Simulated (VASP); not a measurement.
Runs of VASP 6.6.1 on NaH. Symmetry: Fm-3m, No. 225, cubic system. Conventional cell: a = 4.880 Å, b = 4.880 Å, c = 4.880 Å, α = 90.00°, β = 90.00°, γ = 90.00°. Na (site symmetry m-3m) is surrounded by 6 H at 2.44 Å. Around H (site symmetry m-3m) lie 6 Na at 2.44 Å. 

```csv
task,level,potentials or basis,spin,cell,k mesh,cutoff (eV),smearing,other keys,gap on the mesh (eV),pressure (GPa)
optical spectrum,optB88-vdW,"VASP PAW PBE potentials, release 64 (Na_pv, H)","SOC, no magnetisation",as given,7 × 7 × 7,520,tetrahedron,-,-,(b)
single point,revTPSS+D3,"VASP PAW PBE potentials, release 64 (Na_pv, H)",off,as given,9 × 9 × 9,520,gaussian 0.05 eV,MAXMIX = 40; NBANDS = 28,4.56,-2.3
single point,RPBE,"VASP PAW PBE potentials, release 64 (Na, H)",off,as given,9 × 9 × 9,500,gaussian 0.1 eV,-,4.20,0.2
electron localisation function,PW91,"VASP PAW PBE potentials, release 64 (Na, H)",off,volume scaled by 1.25,9 × 9 × 9,500,gaussian 0.2 eV,ISMEAR = 0; SIGMA = 0.2; AMIX = 0.05,3.64,(a)
band structure,r2SCAN+rVV10,"VASP PAW PBE potentials, release 64 (Na_pv, H)",off,cell strained at random at fixed volume,9 × 9 × 9,520,fermi-dirac 0.1 eV,-,4.45,-1.6
```

**Question.** Fill in the values left out.

**Answer.** (a) -3.9; (b) -1.3.

Caveats: the PAW data sets were made with another functional, which shifts forces and pressure a little; an odd mesh through Γ misses points on the zone boundary, where band edges often lie (some runs); spectra need much finer meshes, so this one isn't converged (some runs); independent-particle spectra lack excitons (some runs); the mesh misses the band edges, which the band path finds closer together (some runs).

The runs don't all hold the same shells in valence.

Runs at the PBE level aren't shown here.
